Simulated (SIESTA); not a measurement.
# TiCo in SIESTA: the effect of starting spin order

Crystal: TiCo.

```
Co Ti
1.0
     2.98611    0.00000    0.00000
     0.00000    2.98611    0.00000
     0.00000    0.00000    2.98611
Co Ti
1 1
Direct
  0.50000 0.50000 0.50000
  0.00000 0.00000 0.00000
```

The cell comes from a database or a generator and needn't be the stable form of this composition.

Alike in all runs:

- Program: SIESTA 5.4.2
- Task: single point
- Functional: PBEsol
- Potentials or basis: PseudoDojo 0.4 standard (PBEsol files)
- Basis: DZP (energy shift 0.003 Ry; two zetas on semicore shells)
- Grid cutoff: 800 Ry
- Energy shift: 0.003 Ry
- k mesh: 9 × 9 × 9
- Occupations: fermi-dirac, width 0.05 eV

| starting spin order | spin | starting moments | energy over the lowest run (meV/atom) | final net moment (μB) | final largest site moment (μB) |
| --- | --- | --- | --- | --- | --- |
| nm | collinear spin, zero start | [0.0, 0.0] μB | ? | ? | ? |
| fm | collinear spin, ferromagnetic start | [2.0, 1.0] μB | 0.0 | 0.67 | 0.74 |
| fm_larger | collinear spin, fm_larger start | [3.5, 2.5] μB | 0.0 | 0.67 | 0.74 |
| afm | collinear spin, antiferromagnetic start | [2.0, -1.0] μB | 0.0 | 0.67 | 0.74 |

**Question.** What does the run with starting spin order nm give?

**Answer.** Energy over the lowest run 16.6 meV/atom; final net moment 0.00 μB; final largest site moment 0.00 μB.
